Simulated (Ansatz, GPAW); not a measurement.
# The basis that the transmission of a Ga chain with one Li atom in line needs, part 2 of 3

Aim: T(E), conductance and thermopower of a Ga chain with one Li atom in line, and what cheaper settings cost in accuracy.

GPAW 26.7.0 and Ansatz 0.2.0; Ansatz plane waves; Landauer transmission by layers, zero bias (the session's first sound run).

So far, transmission at the Fermi level (one spin): step 2 (plane-wave reference (PBE)) 0.520. Also open channels of the lead at the Fermi level (one spin): step 2 3.

### Step 3. GPAW, dzp

The script solves lead and junction separately, takes H and S in the orbital basis, and joins semi-infinite leads through their self-energies; the dzp basis is the working standard.

This step: GPAW LCAO, PAW setups; Landauer transmission from Green's functions with principal layers (ASE), zero bias (GPAW 26.7.0).

Input file run.py:

```python
import json
import numpy as np
from ase import Atoms
from ase.transport.calculators import TransportCalculator
from gpaw import GPAW, FermiDirac
from gpaw.lcao.tools import get_lcao_hamiltonian
from scipy.linalg import eigh

# The junction with lead layers at both ends, along the third cell vector
device = Atoms(
    ['Ga', 'Ga', 'Ga', 'Ga', 'Ga', 'Li', 'Ga', 'Ga', 'Ga', 'Ga', 'Ga'],
    positions=[
        [4.50000, 4.50000, 1.27500],
        [4.50000, 4.50000, 3.82500],
        [4.50000, 4.50000, 6.37500],
        [4.50000, 4.50000, 8.92500],
        [4.50000, 4.50000, 11.47500],
        [4.50000, 4.50000, 14.15030],
        [4.50000, 4.50000, 16.82560],
        [4.50000, 4.50000, 19.37560],
        [4.50000, 4.50000, 21.92560],
        [4.50000, 4.50000, 24.47560],
        [4.50000, 4.50000, 27.02560]],
    cell=[[9.0, 0.0, 0.0], [0.0, 9.0, 0.0], [0.0, 0.0, 28.3006]],
    pbc=True)

# One principal layer of the lead: the first 3 atoms of the device
lead = Atoms(
    ['Ga', 'Ga', 'Ga'],
    positions=[
        [4.50000, 4.50000, 1.27500],
        [4.50000, 4.50000, 3.82500],
        [4.50000, 4.50000, 6.37500]],
    cell=[[9.0, 0.0, 0.0], [0.0, 9.0, 0.0], [0.0, 0.0, 7.65]],
    pbc=True)

settings = dict(mode='lcao', basis='dzp', xc='PBE', h=0.2,
                occupations=FermiDirac(0.1), maxiter=250,
                mixer=dict(beta=0.1, nmaxold=8, weight=100.0),
                convergence=dict(density=0.0001))
energies = np.arange(-3, 3 + 1e-9, 0.075)
eta = 0.0001
n1, n2 = 1, 1
# k and -k transmit alike, so half of the mesh across the current serves
mesh = [(i, j) for i in range(n1) for j in range(n2) if (i, j) <= (-i % n1, -j % n2)]
weights = np.array([1 if (i, j) == (-i % n1, -j % n2) else 2 for i, j in mesh]) / (n1 * n2)

# [... helper functions left out ...]
fermi_lead = ground_state(lead, (1, 1, 15), 'lead.txt')
fermi_device = ground_state(device, (1, 1, 3), 'device.txt')
# [... loop over the mesh left out, but for ...]
        # Shift the lead onto the potential of the device's first layer
        shift = ((H[:, 0, 0] - H0[:, 0, 0]) / S0[0, 0]).real.mean()
# [...]
kT = 8.617333e-5 * 200
bias = [0.1, 0.2, 0.5, 1.0, 1.5, 2.0]
# [... integrals and printing left out ...]
```

Run with:

```bash
OMP_NUM_THREADS=1 OPENBLAS_NUM_THREADS=2 python run.py
```

Output:

```text
basis functions: device 135, principal layer 39
Fermi level: lead -2.8498 eV, device -2.7153 eV; lead shifted by 0.0153 eV
largest coupling past the next layer 6.03e-05 eV, largest misfit of the first layer 0.094 eV
  E-E_F (eV)   T (one spin)  [channel counts left out]
    -3.000    5.6709e-03
    -2.925    6.1272e-03
    -2.850    6.6114e-03
    -2.775    7.1243e-03
    -2.700    7.6661e-03
    -2.625    8.2372e-03
    -2.550    8.8378e-03
    -2.475    9.4681e-03
    -2.400    1.0128e-02
    -2.325    1.0816e-02
    -2.250    1.1531e-02
    -2.175    1.2271e-02
    -2.100    1.3029e-02
    -2.025    1.3798e-02
    -1.950    1.4559e-02
    -1.875    1.5282e-02
[...]
2.475    8.5630e-01
     2.550    8.8230e-01
     2.625    9.0833e-01
     2.700    9.3437e-01
     2.775    9.6035e-01
     2.850    9.8619e-01
     2.925    1.0117e+00
     3.000    1.0369e+00
conductance at 200 K: 0.40504 G0 a cell; thermopower -5.326 uV/K
current from the zero-bias T(E) at 0.1 V: 3.1087 uA
current from the zero-bias T(E) at 0.2 V: 6.0656 uA
current from the zero-bias T(E) at 0.5 V: 13.062 uA
current from the zero-bias T(E) at 1.0 V: 21.19 uA
current from the zero-bias T(E) at 1.5 V: 29.019 uA
current from the zero-bias T(E) at 2.0 V: 37.449 uA
```

Run time: 36 s. Hardware: 2 threads of Arm Neoverse V1, shared host; peak memory 0.95 GiB.

Numbers from this step:

```
conductance                                    : 0.4050 G₀
thermopower                                    : -5.326 μV/K
largest coupling past the next principal layer : 6.03e-5 eV
largest misfit of the first principal layer    : 0.09421 eV
shift that aligns the lead                     : 0.01528 eV
basis functions of the junction                : 135
basis functions of a principal layer           : 39
transmission at the Fermi level (one spin)     : 0.4134
```

One spin. Table of transmission, zone mean by energy, zero at the Fermi level:

```
energy (eV)  transmission, zone mean
      -3.00                  0.00567
      -2.85                  0.00661
      -2.70                  0.00767
      -2.55                  0.00884
      -2.33                   0.0108
      -2.17                   0.0123
      -2.02                   0.0138
      -1.88                   0.0153
      -1.73                   0.0163
      -1.57                   0.0145
      -1.35                   0.0446
      -1.20                   0.0387
      -1.05                   0.0412
      -0.90                   0.0457
      -0.75                   0.0514
      -0.60                   0.0582
      -0.38                   0.0701
      -0.23                    0.130
      -0.07                    0.357
       0.00                    0.413
       0.07                    0.421
       0.23                    0.374
       0.38                    0.340
       0.60                    0.342
       0.75                    0.364
       0.90                    0.393
       1.05                    0.426
       1.20                    0.462
       1.35                    0.499
       1.57                    0.561
       1.73                    0.605
       1.88                    0.653
       2.02                    0.702
       2.17                    0.753
       2.33                    0.805
       2.55                    0.882
       2.70                    0.934
       2.85                    0.986
       3.00                     1.04
```

Not self-consistent under bias; the bias window is split evenly. The current through one cell, from the zero-bias transmission by bias:

```
bias (V)  current through one cell, from the zero-bias transmission (μA)
   0.100                                                            3.11
   0.200                                                            6.07
   0.500                                                            13.1
   1.000                                                            21.2
   1.500                                                            29.0
   2.000                                                            37.4
```

Table of transmission of the three most open eigenchannels by energy, zero at the Fermi level:

```
energy (eV)  channel 1  channel 2  channel 3
    -3.0000    0.00567    1.0e-12          0
    -2.7750    0.00712    1.1e-12          0
    -2.4750    0.00947    1.1e-12          0
    -2.2500     0.0115    1.0e-12          0
    -2.0250     0.0138    1.0e-12          0
    -1.7250     0.0163          0          0
    -1.5000    0.00573          0          0
    -1.2750     0.0392          0          0
    -0.9750     0.0433          0          0
    -0.7500     0.0514          0          0
    -0.5250     0.0619          0          0
    -0.2250     0.0793     0.0252     0.0252
     0.0000      0.159      0.159     0.0951
     0.2250      0.130      0.130      0.113
     0.5250      0.142     0.0973     0.0973
     0.7500      0.167     0.0982     0.0982
     0.9750      0.197      0.106      0.106
     1.2750      0.245      0.118      0.118
     1.5000      0.288      0.126      0.126
     1.7250      0.340      0.133      0.133
     2.0250      0.422      0.140      0.140
     2.2500      0.493      0.143      0.143
     2.4750      0.572      0.142      0.142
     2.7750      0.682      0.139      0.139
     3.0000      0.765      0.136      0.136
```

At the Fermi level T is 0.413 against 0.520 in plane waves. Couplings past the next layer reach 6.0e-5 eV, small enough to drop; the matrix elements of the cell's first layer differ from the bulk lead's by up to 0.094 eV. That layer keeps its own values in the calculation, and only beyond it is the lead taken as perfect. The Fermi levels of lead and junction count from different zeros of potential, one for each periodic cell; with both set to zero, the small remaining shift is what aligns them. By hand: G = 0.4050 × 77.48 μS = 31.4 μS, a resistance of 31.9 kΩ; at 0.1 V a linear junction would pass 3.14 μA, and the integral over the bias window gives 3.11 μA. Mott's formula, S = -(π²/3)(k_B²T/e) d ln T/dE, has the prefactor 4.89 μV/K·eV at 200 K; T = 0.3569 at -0.075 eV and 0.4208 at 0.075 eV give a slope of 1.10 per eV and S = -5.37 μV/K, beside -5.33 μV/K from the thermal integral, which interpolates the same grid.

### Step 4. GPAW, szp: basis = "szp(dzp)"

One radial function a shell plus polarisation makes the matrices smaller; the question is what that costs.

Edit run.py of step 3 so:

```diff
@@ -36,3 +36,3 @@
 
-settings = dict(mode='lcao', basis='dzp', xc='PBE', h=0.2,
+settings = dict(mode='lcao', basis='szp(dzp)', xc='PBE', h=0.2,
                 occupations=FermiDirac(0.1), maxiter=250,
```

Output:

```text
basis functions: device 94, principal layer 27
Fermi level: lead -3.1746 eV, device -2.9809 eV; lead shifted by 0.0246 eV
largest coupling past the next layer 5.81e-05 eV, largest misfit of the first layer 0.101 eV
  E-E_F (eV)   T (one spin)  [channel counts left out]
    -3.000    3.5607e-03
    -2.925    3.7898e-03
    -2.850    4.0305e-03
    -2.775    4.2821e-03
    -2.700    4.5432e-03
    -2.625    4.8120e-03
    -2.550    5.0860e-03
    -2.475    5.3612e-03
    -2.400    5.6322e-03
    -2.325    5.8913e-03
    -2.250    6.1272e-03
    -2.175    6.3229e-03
    -2.100    6.4528e-03
    -2.025    6.4769e-03
    -1.950    6.3290e-03
    -1.875    5.8946e-03
[...]
2.475    7.1206e-01
     2.550    7.3440e-01
     2.625    7.5703e-01
     2.700    7.7995e-01
     2.775    8.0309e-01
     2.850    8.2640e-01
     2.925    8.4976e-01
     3.000    8.7302e-01
conductance at 200 K: 0.38202 G0 a cell; thermopower -6.34 uV/K
current from the zero-bias T(E) at 0.1 V: 2.9289 uA
current from the zero-bias T(E) at 0.2 V: 5.7093 uA
current from the zero-bias T(E) at 0.5 V: 11.932 uA
current from the zero-bias T(E) at 1.0 V: 18.858 uA
current from the zero-bias T(E) at 1.5 V: 25.512 uA
current from the zero-bias T(E) at 2.0 V: 32.722 uA
```

The job ended after 31 s (2 threads; peak memory 0.93 GiB).

Numbers from this step:

- conductance: 0.3820 G₀
- thermopower: -6.340 μV/K
- largest coupling past the next principal layer: 5.81e-5 eV
- largest misfit of the first principal layer: 0.1009 eV
- shift that aligns the lead: 0.02461 eV
- basis functions of the junction: 94
- basis functions of a principal layer: 27
- transmission at the Fermi level (one spin): 0.3911

One spin. The transmission, zone mean by energy, zero at the Fermi level:

energy (eV), transmission, zone mean and a bar:
```
  -3.0000      0.004 
  -2.7750      0.004 
  -2.4750      0.005 
  -2.2500      0.006 
  -2.0250      0.006 
  -1.7250      0.003 
  -1.5000      0.000 
  -1.2750      0.047 ##
  -0.9750      0.041 #
  -0.7500      0.046 ##
  -0.5250      0.053 ##
  -0.2250      0.067 ##
   0.0000      0.391 #############
   0.0750      0.401 ##############
   0.2250      0.335 ############
   0.5250      0.284 ##########
   0.7500      0.308 ###########
   0.9750      0.347 ############
   1.2750      0.403 ##############
   1.5000      0.450 ###############
   1.7250      0.503 #################
   2.0250      0.583 ####################
   2.2500      0.647 ######################
   2.4750      0.712 ########################
   2.7750      0.803 ############################
   3.0000      0.873 ##############################
```

Not self-consistent under bias; the bias window is split evenly. Current through one cell, from the zero-bias transmission against bias:

```
bias (V)  current through one cell, from the zero-bias transmission (μA)
   0.100                                                            2.93
   0.200                                                            5.71
   0.500                                                            11.9
   1.000                                                            18.9
   1.500                                                            25.5
   2.000                                                            32.7
```

Table of transmission of the three most open eigenchannels by energy, zero at the Fermi level:

```
energy (eV)  channel 1  channel 2  channel 3
    -3.0000    0.00356          0          0
    -2.7750    0.00428          0          0
    -2.4750    0.00536          0          0
    -2.2500    0.00613          0          0
    -2.0250    0.00648          0          0
    -1.7250    0.00308          0          0
    -1.5000     2.9e-9          0          0
    -1.2750     0.0467          0          0
    -0.9750     0.0408          0          0
    -0.7500     0.0456          0          0
    -0.5250     0.0534          0          0
    -0.2250     0.0675     4.6e-8     4.6e-8
     0.0000      0.155      0.155     0.0808
     0.2250      0.119      0.119     0.0968
     0.5250      0.123     0.0809     0.0809
     0.7500      0.146     0.0812     0.0812
     0.9750      0.173     0.0868     0.0868
     1.2750      0.218     0.0926     0.0926
     1.5000      0.258     0.0959     0.0959
     1.7250      0.305     0.0991     0.0991
     2.0250      0.380      0.102      0.102
     2.2500      0.444      0.101      0.101
     2.4750      0.514     0.0992     0.0992
     2.7750      0.613     0.0952     0.0952
     3.0000      0.687     0.0929     0.0929
```

The conductance, 0.382 G₀, lies 5.7 % below that of the dzp run.

### Step 5. GPAW, sz: basis = "sz(dzp)"

The minimal basis is the cheapest rung: no second zeta and no polarisation.

Edit run.py of step 4 so:

```diff
@@ -36,3 +36,3 @@
 
-settings = dict(mode='lcao', basis='szp(dzp)', xc='PBE', h=0.2,
+settings = dict(mode='lcao', basis='sz(dzp)', xc='PBE', h=0.2,
                 occupations=FermiDirac(0.1), maxiter=250,
```

Output:

```text
basis functions: device 41, principal layer 12
Fermi level: lead -3.2329 eV, device -3.0064 eV; lead shifted by 0.0212 eV
largest coupling past the next layer 5.75e-05 eV, largest misfit of the first layer 0.077 eV
  E-E_F (eV)   T (one spin)  [channel counts left out]
    -3.000    1.6838e-02
    -2.925    1.7764e-02
    -2.850    1.8713e-02
[...]
2.925    9.5313e-01
     3.000    9.6709e-01
conductance at 200 K: 0.35743 G0 a cell; thermopower -3.795 uV/K
current from the zero-bias T(E) at 0.1 V: 2.753 uA
current from the zero-bias T(E) at 0.2 V: 5.4271 uA
current from the zero-bias T(E) at 0.5 V: 12.364 uA
current from the zero-bias T(E) at 1.0 V: 22.117 uA
current from the zero-bias T(E) at 1.5 V: 31.867 uA
current from the zero-bias T(E) at 2.0 V: 42.153 uA
```

Run time: 22 s. Hardware: 2 threads; peak memory 0.86 GiB.

Numbers from this step:

- conductance: 0.3574 G₀
- thermopower: -3.795 μV/K
- largest coupling past the next principal layer: 5.75e-5 eV
- largest misfit of the first principal layer: 0.07661 eV
- shift that aligns the lead: 0.02117 eV
- basis functions of the junction: 41
- basis functions of a principal layer: 12
- transmission at the Fermi level (one spin): 0.3622

The conductance, 0.357 G₀, lies 12 % below that of the dzp run.

### Step 6. RPBE in the dzp basis: xc = "RPBE"

Back in the dzp basis, the functional changes from PBE to RPBE, to set the spread between functionals beside that between bases.

Edit run.py of step 5 so:

```diff
@@ -36,3 +36,3 @@
 
-settings = dict(mode='lcao', basis='sz(dzp)', xc='PBE', h=0.2,
+settings = dict(mode='lcao', basis='dzp', xc='RPBE', h=0.2,
                 occupations=FermiDirac(0.1), maxiter=250,
```

Output:

```text
basis functions: device 135, principal layer 39
Fermi level: lead -2.7535 eV, device -2.6203 eV; lead shifted by 0.0163 eV
largest coupling past the next layer 6.04e-05 eV, largest misfit of the first layer 0.091 eV
  E-E_F (eV)   T (one spin)  [channel counts left out]
    -3.000    5.9252e-03
    -2.925    6.4050e-03
    -2.850    6.9161e-03
[...]
2.925    1.0078e+00
     3.000    1.0342e+00
conductance at 200 K: 0.38839 G0 a cell; thermopower -5.445 uV/K
current from the zero-bias T(E) at 0.1 V: 2.9809 uA
current from the zero-bias T(E) at 0.2 V: 5.8173 uA
current from the zero-bias T(E) at 0.5 V: 12.547 uA
current from the zero-bias T(E) at 1.0 V: 20.3 uA
current from the zero-bias T(E) at 1.5 V: 27.775 uA
current from the zero-bias T(E) at 2.0 V: 35.855 uA
```

Elapsed: 36 s, on 2 threads; peak memory 0.95 GiB.

This step gave:

- conductance: 0.3884 G₀
- thermopower: -5.445 μV/K
- largest coupling past the next principal layer: 6.04e-5 eV
- largest misfit of the first principal layer: 0.09145 eV
- shift that aligns the lead: 0.01630 eV
- basis functions of the junction: 135
- basis functions of a principal layer: 39
- transmission at the Fermi level (one spin): 0.3964

One spin. The transmission, zone mean by energy, zero at the Fermi level:

```
energy (eV)  transmission, zone mean
      -3.00                  0.00593
      -2.77                  0.00746
      -2.55                  0.00930
      -2.40                   0.0107
      -2.17                   0.0132
      -1.95                   0.0162
      -1.73                   0.0199
      -1.57                   0.0230
      -1.35                   0.0259
      -1.12                   0.0328
      -0.90                   0.0403
      -0.75                   0.0462
      -0.53                   0.0563
      -0.30                   0.0683
      -0.07                    0.341
       0.00                    0.396
       0.07                    0.404
       0.30                    0.339
       0.53                    0.323
       0.75                    0.351
       0.90                    0.380
       1.12                    0.431
       1.35                    0.486
       1.57                    0.548
       1.73                    0.593
       1.95                    0.665
       2.17                    0.742
       2.40                    0.820
       2.55                    0.873
       2.77                    0.954
       3.00                     1.03
```

The conductance, 0.388 G₀, lies 4.1 % below that of the dzp run.

### Step 7. The ladder

Times are for 2 threads of Arm Neoverse V1, shared host. The series side by side:

```
no.       run  conductance (G₀)  time  memory (GiB)
  1       dzp            0.4050  36 s          0.95
  2       szp            0.3820  31 s          0.93
  3        sz            0.3574  22 s          0.86
  4  dzp RPBE            0.3884  36 s          0.95
```

### Step 8. The levels side by side

The curves are compared point by point over the common energies.

This step: comparison of transmission and cost over codes and levels (GPAW 26.7.0).

Ladder, by row:

```
    step    code  T at the Fermi level (sum over the listed spins)  conductance (G0)  r.m.s. T(E) from the first  wall time (s)  peak memory (GiB)  threads
  pw-pbe  Ansatz                                            0.5205                 -                           0           1578              3.437        2
     dzp    GPAW                                            0.4134             0.405                      0.3639          36.34               0.95        2
     szp    GPAW                                            0.3911             0.382                      0.4315          31.09               0.93        2
      sz    GPAW                                            0.3622            0.3574                      0.3761          21.85               0.86        2
dzp-RPBE    GPAW                                            0.3964            0.3884                      0.3697          35.92               0.95        2
```

Table of transmission, zone mean, sum over the listed spins by energy, zero at the Fermi level:

```
energy (eV)   pw-pbe      dzp      szp      sz  dzp-RPBE
      -3.00  0.00459  0.00567  0.00356  0.0168   0.00593
      -2.77  0.00572  0.00712  0.00428  0.0197   0.00746
      -2.55  0.00704  0.00884  0.00509  0.0226   0.00930
      -2.25  0.00908   0.0115  0.00613  0.0257    0.0123
      -2.02   0.0107   0.0138  0.00648  0.0254    0.0151
      -1.80   0.0118   0.0159  0.00496  0.0149    0.0185
      -1.57  0.00819   0.0145   1.6e-9  1.0e-8    0.0230
      -1.35   0.0586   0.0446   0.0588   0.149    0.0259
      -1.05   0.0388   0.0412   0.0402   0.122    0.0352
      -0.82   0.0439   0.0485   0.0437   0.130    0.0432
      -0.60   0.0519   0.0582   0.0505   0.145    0.0527
      -0.38   0.0622   0.0701   0.0599   0.165    0.0641
      -0.15    0.311    0.260    0.255   0.284     0.250
       0.00    0.520    0.413    0.391   0.362     0.396
       0.15    0.501    0.400    0.372   0.357     0.384
       0.38    0.448    0.340    0.291   0.335     0.327
       0.60    0.463    0.342    0.289   0.355     0.329
       0.82    0.526    0.378    0.321   0.393     0.365
       1.05    0.621    0.426    0.361   0.438     0.414
       1.35    0.775    0.499    0.418   0.507     0.486
       1.57    0.908    0.561    0.467   0.565     0.548
       1.80     1.06    0.629    0.523   0.630     0.616
       2.02     1.25    0.702    0.583   0.699     0.690
       2.25     1.50    0.779    0.647   0.770     0.768
       2.55     1.90    0.882    0.734   0.861     0.873
       2.77     1.02    0.960    0.803   0.920     0.954
       3.00     2.25     1.04    0.873   0.967      1.03
```

[end of part 2 of 3]

[Logs are printed without paths, hosts, clocks, repeated set-up lines and the standing remarks that a program may print on its own settings, such as how far it seeks lower states.]

[Hosts, paths, dates, database ids (printed as entryN), source tags and the programs' standing remarks are cut or masked in the printed files.]
